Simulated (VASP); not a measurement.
Set up this calculation in VASP 6.6.1, as the native input.

```
Task                      : relaxation of the atoms
Functional                : PBE
Dispersion                : D3
Potentials or basis       : VASP PAW PBE potentials, release 64 (Si, C)
Cutoff                    : 520 eV
k mesh                    : 10 × 10 × 5
Occupations               : fermi-dirac, width 0.02 eV
Spin                      : no spin polarisation
Atoms held fixed (from 0) : [0]
Further INCAR settings    : ALGO = Normal; EDIFF = 1e-06; IBRION = 2; EDIFFG = -0.005; NSW = 40
```

The structure of SiC (Moissanite) lies in POSCAR:

```
SiC
1.0
    3.0760000000      0.0000000000      0.0000000000
   -1.5380000000      2.6638941420      0.0000000000
    0.0000000000      0.0000000000      5.0480000000
Si C
2 2
Selective dynamics
Direct
    0.6666100000      0.3361430000      0.5008110000  F F F
    0.3346610000      0.6690600000      0.0009440000  T T T
    0.6707560000      0.3344680000      0.8873860000  T T T
    0.3306240000      0.6638520000      0.3850710000  T T T
```

The cell isn't the ideal one: atoms moved at random, drawn with an rms of 0.02 Å.

These files were run (other wordings do the same):

INCAR

```
SYSTEM = SiC
PREC     = Accurate       ! precision mode
ENCUT    = 520            ! plane-wave cutoff, eV
EDIFF    = 1E-6           ! SCF threshold, eV
ISMEAR   = -1             ! smearing method
SIGMA    = 0.02           ! smearing width, eV
LREAL    = .FALSE.        ! projectors in reciprocal space
LASPH    = .TRUE.         ! aspherical terms in the spheres
NELM     = 60             ! most SCF steps
ALGO     = Normal         ! electronic algorithm
ISIF     = 2              ! what is computed and relaxed
LWAVE    = .FALSE.        ! write WAVECAR
LCHARG   = .FALSE.        ! write CHGCAR
GGA      = PE             ! functional
IVDW     = 11             ! dispersion correction
IBRION   = 2              ! ionic algorithm
NSW      = 40             ! ionic steps
EDIFFG   = -0.005         ! ionic threshold
```

KPOINTS

```
Automatic mesh
0
G
  10 10 5
  0 0 0
```

Potentials or basis: VASP PAW PBE potentials, release 64 (Si, C).

The run is started by

```console
$ cat potpaw_PBE.64/Si/POTCAR potpaw_PBE.64/C/POTCAR > POTCAR
$ mpirun -np 1 vasp_std > vasp.out
```

It gave:

- Energy gained by relaxing: 10.8 meV/atom
- Ionic steps: 16
- Pressure after relaxing: 1.3 GPa
- Band gap on the k mesh: 2.43 eV, indirect (least direct gap 3.97 eV)
- Dispersion energy per atom: -0.145 eV

Caveat: an odd mesh through Γ misses points on the zone boundary, where band edges often lie.

Run time: 4.4 min on 1 thread of Intel(R) Xeon(R) Platinum 8488C (Sapphire Rapids), on a shared host, peak memory 0.26 GiB.
